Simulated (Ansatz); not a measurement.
**Notes on BaTiO3**

```
CELL_PARAMETERS angstrom
-4.03631 -2.87518 2.88502
0.00000 0.00000 5.77004
-4.03631 2.87518 2.88502
ATOMIC_POSITIONS crystal
Ba 0.00000 0.00000 0.00000
Ba 0.50000 0.50000 0.50000
Ti 0.25000 0.26430 0.25000
Ti 0.75000 0.76430 0.75000
O 0.00000 0.48900 0.00000
O 0.50000 0.98900 0.50000
O 0.49390 0.49833 0.00610
O 0.99390 0.99833 0.50610
O 0.00610 0.49833 0.49390
O 0.50610 0.99833 0.99390
```

Method: r2SCAN, with U_eff = 5.73 eV on Ti d (all-electron-ortho-atomic projectors), collinear spin; PAW, plane waves to 500 eV, 4×4×4 Γ-centred mesh, gaussian occupations (width 0.1822 eV) (Ansatz 0.2.0), atoms fixed.

The state carries no moments; the state need not be the lowest.

(1) Give the Bader charges.

(2) Which atom feels the largest force, and which way?

(3) Is there a gap, and of what kind?

(4) What do density and ELF say about some of the short contacts?

(5) What does the stress say?

Origin: a database entry at a rescaled volume. Caveats: the input typed no starting moments; wide smearing.

Results:

(1) Bader charges in e: Ba +1.58, Ti +2.50, O -1.36. In the mean Ti gives up most and O takes most.

(2) The largest is on O6 (and as large on other atoms): 0.27 eV/Å, components (0.00, 0.00, 0.27). It makes 86° with the line to a nearest neighbour, Ti3 at 2.02 Å.

(3) The gap is 2.92 eV, direct at the points sampled. A semilocal functional usually gives too small a gap.

(4) Ti–O at 1.95 Å: least valence density 0.74 e/Å³ and ELF 0.23 there. Ba–O at 2.82 Å: least valence density 0.17 e/Å³ and ELF 0.08 there, a closed-shell (ionic or weak) contact. Both are smooth PAW fields, read partly inside the augmentation spheres.

(5) The pressure is -5.3 GPa (compression positive), so with the atoms held at these fractions the cell would first shrink.
